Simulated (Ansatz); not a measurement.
# SnS₂ (CdI2-type structure)

The computed numbers are results of r²SCAN, scalar-relativistic (no spin polarisation) in the plane-wave PAW code Ansatz at 500 eV, Γ-centred 8×8×4 mesh, 0.05 eV Gaussian smearing; PAW files: Ansatz's generated set soft_2.

```
Sn S
1.0
     3.67348    0.00000    0.00000
    -1.83674    3.18133    0.00000
     0.00000    0.00000    6.27511
Sn S
1 2
Direct
  0.00000 0.00000 0.00000
  0.33333 0.66667 0.23296
  0.66667 0.33333 0.76704
```

The compound is reported in the structure type of the start.

Path: Γ–M–K–Γ–A–L–H–A | L–M | H–K, with Γ = (0.000, 0.000, 0.000), M = (0.500, 0.000, 0.000), K = (0.333, 0.333, 0.000), A = (0.000, 0.000, 0.500), L = (0.500, 0.000, 0.500), H = (0.333, 0.333, 0.500) in reciprocal vectors of the calculation's cell.

Bands as a text map, energy in eV from the Fermi level (dashes), each leg drawn with the same width:
```
  5.57 |  **    ***      * *          *  *******   *   *  ****       **    
  5.14 |***       *       * ****     *        ********  *          **      
  4.71 | *       *         **   *****  ***  **        *  *                 
  4.29 |  *******          *          *   **           *  *********        
  3.86 | *                  *        *                  *                  
  3.43 |*                    ********                    *                 
  3.00 |                                                                   
  2.57 |                  **       ****          ***   ***         **      
  2.14 |  **            **  *   ***    *       **   ***              ***   
  1.71 |**  *     ******     ***        *     *                         ***
  1.29 |     *****                       *   *                   **        
  0.86 |                                  ***             *******          
  0.43 |                                                                   
  0.00 |-------------------------------------------------------------------
 -0.43 |                                                                   
 -0.86 |*****            *****       **                                    
 -1.29 |** *******      *  *********** *************** ***************     
 -1.71 | **    *********  * *   ******* ***         ******      ***   *****
 -2.14 | **        *** ***  *     **  **              ***                  
 -2.57 |   *             * *        ** ******        * ******              
 -3.00 |  * **          *  *          *  *   **        *     ***           
 -3.43 |     *******                      ***  *    * *   *********        
 -3.86 |   *     ** ** * **            *     ** *  * **                    
 -4.29 |    *      *******              *      * ** *              ********
 -4.71 |     *      ** **                       **** *             ******  
 -5.14 |      ******                     **   ***  **          ****        
 -5.57 |                         ******    ***         ********            
 -6.00 |***                ******      *              *                    
        Γ      M      K      Γ      A      L      H      AL       MH      K
```

(1) By these bands, is it a metal or an insulator, and if it has a gap, where are the band edges on this path?

Answer:

(1) An insulator with a gap of 1.91 eV on the path, the valence band topping between Γ and M and the conduction band bottoming between L and M; the smallest direct gap is 2.21 eV.

Within 0.6 eV of the edges the projected states are 98 % S 3p at the top of the valence band and 57 % S 3p at the bottom of the conduction band. 

Cost: 8.8 s on 4 threads of Intel(R) Xeon(R) 6975P-C (Granite Rapids) (shared host), peak memory 0.55 GiB.

Kohn–Sham gaps of semilocal functionals lie under measured ones, often by a third or more. The structure is built of weakly bound layers, and this functional has no dispersion term, so their spacing and all that hangs on it (volume, the soft elastic constants, low modes, dielectric constants) are poorly given.
